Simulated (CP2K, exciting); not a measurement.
**Equation of state of Na under PBE**

Symmetry: Im-3m, No. 229, cubic system. The conventional cell has a = 4.282 Å, b = 4.282 Å, c = 4.282 Å, α = 90.00°, β = 90.00°, γ = 90.00°. Around Na (site symmetry m-3m) lie 8 Na at 3.71 Å.

The cell was scaled at fixed shape and fractions and run with CP2K, POTENTIAL_UZH Na GTH-PBE-q1; TZVP-MOLOPT-PBE-GTH basis; PBE, k mesh 9 × 9 × 9 on the cell of 1 atom, fermi-dirac occupations of 0.05 eV, no spin polarisation, no spin-orbit coupling. Energies are those that the program minimises, any entropy of the smearing included. For a metal such a mesh isn't converged to the digits shown.

```tsv
V (Å³/atom)	energy over the lowest row (meV/atom)
36.9010	1.806
37.6861	0.498
38.4712	0.000
39.2564	?
40.0415	1.143
40.8266	2.675
41.6117	4.756
```

Q: Fit the third-order Birch-Murnaghan form, give V0, B0 and B′, and predict the energy left open.

A: With y = (V0/V)^(2/3), E = E0 + (9 V0 B0/16) [(y - 1)³ B′ + (y - 1)² (6 - 4y)]. Least squares through the rows shown give V0 = 38.6000 Å³/atom, E0 = -0.011 meV, B0 = 7.281 GPa (1 eV/Å³ = 160.218 GPa) and B′ = 3.49, with a largest miss of 0.004 meV. At V = 39.2564 the form with these constants gives 0.236 meV; the run gave 0.235 meV an atom. Other set-ups at this level, from all their volumes (Å³/atom, GPa): exciting, all-electron LAPW+lo, shipped species files, valence relativity iora*: V0 37.066, B0 8.334.
